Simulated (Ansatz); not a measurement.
ZnS (Wurtzite-2H):

```
CELL_PARAMETERS angstrom
3.81100 0.00000 0.00000
-1.90550 3.30042 0.00000
0.00000 0.00000 6.23400
ATOMIC_POSITIONS crystal
Zn 0.66667 0.33333 0.50000
Zn 0.33333 0.66667 0.00000
S 0.66667 0.33333 0.88500
S 0.33333 0.66667 0.38500
```

* Program: Ansatz 0.2.0
* Task: relaxation of cell and atoms
* Functional: revPBE
* Dispersion: D3(BJ)
* Potentials or basis: Ansatz PAW
* Cutoff: 420 eV (not typed: the program's choice for these potentials)
* k mesh: 8 × 8 × 5
* Occupations: fermi-dirac, width 0.05 eV
* Spin: no spin polarisation

At the start: volume 19.60 Å³/atom.

Task: How do energy, volume and symmetry change on relaxing?

Result: It ends after 6 steps and the volume is 19.18 Å³/atom (-2.1 %); space group P6_3mc (No. 186, to 0.05 Å).

Step by step:
| step | energy change (eV) | largest force (eV/Å) | volume (Å³) |
| --- | --- | --- | --- |
| 1 | 0.0000 | 0.3313 | 78.41 |
| 2 | -0.0194 | 0.2417 | 77.46 |
| 3 | -0.0315 | 0.0812 | 76.64 |
| 4 | -0.0325 | 0.0011 | 76.72 |
| 5 | -0.0325 | 0.0001 | 76.73 |
| 6 | -0.0316 | 0.0001 | 76.73 |

Final structure:
```cif
data_structure
_symmetry_space_group_name_H-M 'P 1'
_symmetry_Int_Tables_number 1
_cell_length_a 3.7760
_cell_length_b 3.7760
_cell_length_c 6.2137
_cell_angle_alpha 90.000
_cell_angle_beta 90.000
_cell_angle_gamma 120.000
_cell_volume 76.73
loop_
_atom_site_label
_atom_site_type_symbol
_atom_site_fract_x
_atom_site_fract_y
_atom_site_fract_z
_atom_site_occupancy
Zn1 Zn 0.66667 0.33333 0.50586 1
Zn2 Zn 0.33333 0.66667 0.00586 1
S1 S 0.66667 0.33333 0.87914 1
S2 S 0.33333 0.66667 0.37914 1
```

Caveat: the plane-wave basis is chosen anew once the cell has moved, so the energies of steps on either side of that aren't comparable; the PAW data sets come from PBE, with cores solved anew for the run's functional, which leaves a small shift of forces and pressure.
